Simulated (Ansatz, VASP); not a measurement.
Two plane-wave programs on BeSe

```
CELL_PARAMETERS angstrom
0.00000 2.53500 2.53500
2.53500 0.00000 2.53500
2.53500 2.53500 0.00000
ATOMIC_POSITIONS crystal
Be 0.00000 0.00000 0.00000
Se 0.75000 0.75000 0.75000
```

Alike in both runs: task single point; functional r2SCAN; k mesh 8 × 8 × 8; occupations gaussian, width 0.05 eV; no spin polarisation.

```csv
,VASP,Ansatz
version,VASP 6.6.1,Ansatz 0.2.0
potentials or method,"VASP PAW PBE potentials, release 64 (Be, Se)","scalar-relativistic, plane waves, PAW"
plane-wave cutoff (eV),520,500
valence electrons in the cell,8,18
```

```csv
,VASP,Ansatz,Ansatz less VASP
gap on the k mesh at the Fermi level (eV),3.00,3.01,+0.004
least direct gap on the mesh (eV),5.48,5.47,-0.004
pressure (GPa),5.1,4.8,-0.33
```

With one functional, cell and mesh, what is left measures potentials, basis and numerics. The two sets of potentials don't hold the same shells in valence.

Caveats: the PAW data sets were made with another functional, which shifts forces and pressure a little (VASP). r2SCAN opens gaps a little over a GGA but as a rule still falls short of measured ones. A k mesh can miss the band edges.
